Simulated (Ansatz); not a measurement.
C3H4N2 can be A, `c1cn[nH]c1`, or B, `c1c[nH]cn1`.

Gas-phase electronic energies from Ansatz, PBE0-D4/def2-TZVP geometries. CCSD(T)/CBS adds triple-zeta CCSD(T) − MP2 to the extrapolated MP2 energy (def2 sets, frozen cores). This one scheme is used for every species. Functionals use def2-TZVPP. B3LYP here is the variant with VWN-RPA as its local correlation; programs differ in this.

Q: Which isomer does CCSD(T)/CBS put lower? Give the gap. (Estimate.)

A: Computed: B, by 45.4 kJ/mol.

Q: Give E(B) − E(A) in kJ/mol with r2SCAN-D4, PBE0-D4, B3LYP, LDA (SPW92), B3LYP-D4, ωB97M-V, BLYP-D4. (Best estimate.)

A: Ansatz gave: r2SCAN-D4 -41.6, PBE0-D4 -42.5, B3LYP -44.0, LDA (SPW92) -40.3, B3LYP-D4 -44.2, ωB97M-V -45.3, BLYP-D4 -41.5. None reverses the order clearly.

Q: Does the order hold for the free energy at 298.15 K (harmonic terms from PBE0-D4)? (An estimate is asked.)

A: The calculation gave: Yes: G(B) − G(A) = -45.8 kJ/mol.

Largest T1 diagnostic: 0.012.

From BLYP to BHLYP (50 % exact exchange), in def2-TZVPP and without D4, E(B) − E(A) moves by −7.4 kJ/mol. In def2-TZVPP, CCSD(T) changes the Hartree–Fock value by +10.7 kJ/mol (the triples alone add +2.1 kJ/mol) and MP2 by +13.2 kJ/mol.
